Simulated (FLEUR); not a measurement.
# Cu (Fm-3m) in FLEUR: settings compared, part 2 of 2

FLEUR MaX-R8.1 (later development tree).

### 5 Equation of state, PBE, 11.57 Å³/atom (volume scaled by 0.98)

Contents of inp.xml:

```xml
<?xml version="1.0" encoding="UTF-8" standalone="no"?>
<fleurInput fleurInputVersion="0.39">
   <comment>
      Cu                                                                                                  
   </comment>
   <calculationSetup>
      <cutoffs Kmax="3.93" Gmax="12.2" GmaxXC="12.2" numbands="0"/>
      <scfLoop itmax="60" minDistance="0.00001" maxIterBroyd="15" imix="Anderson" alpha="0.05" precondParam="0.0" spinf="2.0" sdNocoIR="T"/>
      <coreElectrons ctail="T" frcor="F" kcrel="0" coretail_lmax="0"/>
      <xcFunctional name="pbe" relativisticCorrections="F"/>
      <magnetism jspins="1"/>
      <soc l_soc="F" theta="0.0" phi="0.0" spav="F"/>
      <expertModes spex="0" secvar="F"/>
      <geometryOptimization l_f="F" forcealpha="1.0" forcemix="BFGS" epsdisp="0.0005" epsforce="0.0002"/>
      <ldaU l_linMix="F" mixParam="0.05" spinf="1.0"/>
   </calculationSetup>
   <cell>
      <bzIntegration valenceElectrons="19.0" mode="hist" fermiSmearingEnergy="0.00183747">
         <kPointListSelection listName="default-1"/>
         <!-- k-points included here -->
         <xi:include xmlns:xi="http://www.w3.org/2001/XInclude" href="kpts.xml"> </xi:include>
      </bzIntegration>
      <!-- symmetry operations included here -->
      <xi:include xmlns:xi="http://www.w3.org/2001/XInclude" href="sym.xml"> </xi:include>
      <bulkLattice scale="0.9932883884">
         <bravaisMatrix>
            <row-1>    0.0000000000000000     3.4156799702145002     3.4156799702145002</row-1>
            <row-2>    3.4156799702145002     0.0000000000000000     3.4156799702145002</row-2>
            <row-3>    3.4156799702145002     3.4156799702145002     0.0000000000000000</row-3>
         </bravaisMatrix>
      </bulkLattice>
   </cell>
   <atomSpecies>
      <species name="Copper (Cu)" element="Cu" atomicNumber="29">
         <mtSphere radius="2.19" gridPoints="741" logIncrement="0.017"/>
         <atomicCutoffs lmax="9" lnonsphr="7"/>
         <electronConfig flipSpins="F">
            <coreConfig>(1s1/2) (2s1/2) (2p1/2) (2p3/2)</coreConfig>
            <valenceConfig>(3s1/2) (3p1/2) (3p3/2) (4s1/2) (3d3/2) (3d5/2)</valenceConfig>
            <stateOccupation state="(4s1/2)" spinUp="0.500000" spinDown="0.500000"/>
         </electronConfig>
         <energyParameters s="4" p="4" d="3" f="4"/>
         <lo type="SCLO" l="0" n="3" eDeriv="0"/>
         <lo type="SCLO" l="1" n="3" eDeriv="0"/>
         <lo type="SCLO" l="1" n="3" eDeriv="1"/>
         <lo type="SCLO" l="2" n="3" eDeriv="2"/>
         <lo type="SCLO" l="3" n="4" eDeriv="2"/>
      </species>
   </atomSpecies>
   <atomGroups>
      <atomGroup species="Copper (Cu)">
         <relPos label="                   1">.0000000000 .0000000000 .0000000000</relPos>
         <force calculate="T" relaxXYZ="TTT"/>
      </atomGroup>
   </atomGroups>
   <output dos="F" band="F" slice="F">
      <checks vchk="F" cdinf="F"/>
      <bandDOS minEnergy="-.5*Htr" maxEnergy="0.5*Htr" sigma="0.015" storeEVData="T"/>
      <vacuumDOS vacdos="F" integ="F" star="F" nstars="0" locx1="0.0" locy1="0.0" locx2="0.0" locy2="0.0" nstm="0" tworkf="0.0"/>
      <unfoldingBand unfoldBand="F" supercellX="1" supercellY="1" supercellZ="1"/>
      <plotting iplot="0" polar="F">
         <plot TwoD="T" vec1="  1.0  0.0  0.0" vec2="  0.0  1.0  0.0" vec3="  0.0  0.0  1.0" zero="  0.0  0.0  0.0" file="plot"/>
      </plotting>
      <chargeDensitySlicing numkpt="0" minEigenval="0.0" maxEigenval="0.0" nnne="0" pallst="F"/>
      <specialOutput eonly="F"/>
      <moessbauerParams electricFieldGradient="T" isomerShift="T" coreHyperfine="T" valenceHyperfine="T"/>
      <magneticCircularDichroism mcd="F" energyLo="-10.0" energyUp="0.0"/>
   </output>
  <!-- We include the file relax.xml here to enable relaxations (see documentation) -->
  <xi:include xmlns:xi="http://www.w3.org/2001/XInclude" href="relax.xml"> <xi:fallback/> </xi:include>
</fleurInput>
```

The run is started by

```bash
inpgen -f crystal.txt -profile fastHighL
# inp.xml edited to the form shown
fleur_MPI
```

It took 8.2 s on 1 thread of Arm Neoverse V1, shared host; peak memory 0.05 GiB.

The run converged. Its results:

```
Free energy                                           : -45035.7001 eV
Band gap on the k mesh                                : none (metal or under the smearing width)
Valence electrons inside the program's atomic spheres : Cu 17.83 (radii Cu 2.19 bohr)
```

Caveat: the plane-wave cutoff is short for the semicore states, which can make moduli rough.

### 6 Equation of state, PBE, 11.81 Å³/atom

inp.xml, as its differences from that of step 5:

```diff
@@ -24,3 +24,3 @@
       <xi:include xmlns:xi="http://www.w3.org/2001/XInclude" href="sym.xml"> </xi:include>
-      <bulkLattice scale="0.9932883884">
+      <bulkLattice scale="1.0000000000">
          <bravaisMatrix>
```

Potentials or basis: all-electron, FLAPW.

The run is started by

```bash
inpgen -f crystal.txt -profile fastHighL
# inp.xml edited to the form shown
fleur_MPI
```

Run time: 8.4 s. Hardware: 1 thread of Arm Neoverse V1, shared host; peak memory 0.05 GiB.

Results (log left out):

```
Free energy                                           : -45035.7040 eV
Band gap on the k mesh                                : none (metal or under the smearing width)
Valence electrons inside the program's atomic spheres : Cu 17.81 (radii Cu 2.19 bohr)
```

Caveat: the plane-wave cutoff is short for the semicore states, which can make moduli rough.

### 7 Equation of state, PBE, 12.05 Å³/atom (volume scaled by 1.02)

inp.xml, as its differences from that of step 6:

```diff
@@ -24,3 +24,3 @@
       <xi:include xmlns:xi="http://www.w3.org/2001/XInclude" href="sym.xml"> </xi:include>
-      <bulkLattice scale="1.0000000000">
+      <bulkLattice scale="1.0066227096">
          <bravaisMatrix>
```

The run is started by

```bash
inpgen -f crystal.txt -profile fastHighL
# inp.xml edited to the form shown
fleur_MPI
```

It took 8.4 s on 1 thread of Arm Neoverse V1, shared host; peak memory 0.05 GiB.

The run converged. Its results:

```
Free energy                                           : -45035.7037 eV
Band gap on the k mesh                                : none (metal or under the smearing width)
Valence electrons inside the program's atomic spheres : Cu 17.79 (radii Cu 2.19 bohr)
```

Caveat: the plane-wave cutoff is short for the semicore states, which can make moduli rough.

### 8 Equation of state, PBE, 12.28 Å³/atom (volume scaled by 1.04)

inp.xml, as its differences from that of step 7:

```diff
@@ -24,3 +24,3 @@
       <xi:include xmlns:xi="http://www.w3.org/2001/XInclude" href="sym.xml"> </xi:include>
-      <bulkLattice scale="1.0066227096">
+      <bulkLattice scale="1.0131594038">
          <bravaisMatrix>
```

The run is started by

```bash
inpgen -f crystal.txt -profile fastHighL
# inp.xml edited to the form shown
fleur_MPI
```

Run time: 8.5 s. Hardware: 1 thread of Arm Neoverse V1, shared host; peak memory 0.05 GiB.

Results (log left out):

- Free energy: -45035.6989 eV
- Band gap on the k mesh: none (metal or under the smearing width)
- Valence electrons inside the program's atomic spheres: Cu 17.77 (radii Cu 2.19 bohr)

Caveat: the plane-wave cutoff is short for the semicore states, which can make moduli rough.

### 9 Equation of state, PBE, 12.52 Å³/atom (volume scaled by 1.06)

inp.xml, as its differences from that of step 8:

```diff
@@ -24,3 +24,3 @@
       <xi:include xmlns:xi="http://www.w3.org/2001/XInclude" href="sym.xml"> </xi:include>
-      <bulkLattice scale="1.0131594038">
+      <bulkLattice scale="1.0196128224">
          <bravaisMatrix>
```

Potentials or basis: all-electron, FLAPW.

The run is started by

```bash
inpgen -f crystal.txt -profile fastHighL
# inp.xml edited to the form shown
fleur_MPI
```

Wall time 8.6 s (1 thread of Arm Neoverse V1, shared host); peak memory 0.05 GiB.

It converged, with:

```yaml
Free_energy: -45035.6913 eV
Band_gap_on_the_k_mesh: none (metal or under the smearing width)
Valence_electrons_inside_the_program's_atomic_spheres: Cu 17.75 (radii Cu 2.19 bohr)
```

Caveat: the plane-wave cutoff is short for the semicore states, which can make moduli rough.

### 10 Equation of state, PBE

This step only gathers the single runs of the series.

Results:

```yaml
Equilibrium_volume: 11.90 Å³/atom
Bulk_modulus: 145 GPa
```

Energy against volume, from the lowest point:
```tsv
volume (Å³/atom)	energy (meV/atom)
11.102	27.58
11.338	12.89
11.574	3.93
11.810	0.00
12.047	0.31
12.283	5.05
12.519	12.72
```

Caveat: the plane-wave cutoff is short for the semicore states, which can make moduli rough. PBE usually gives volumes a little too large and moduli too small.
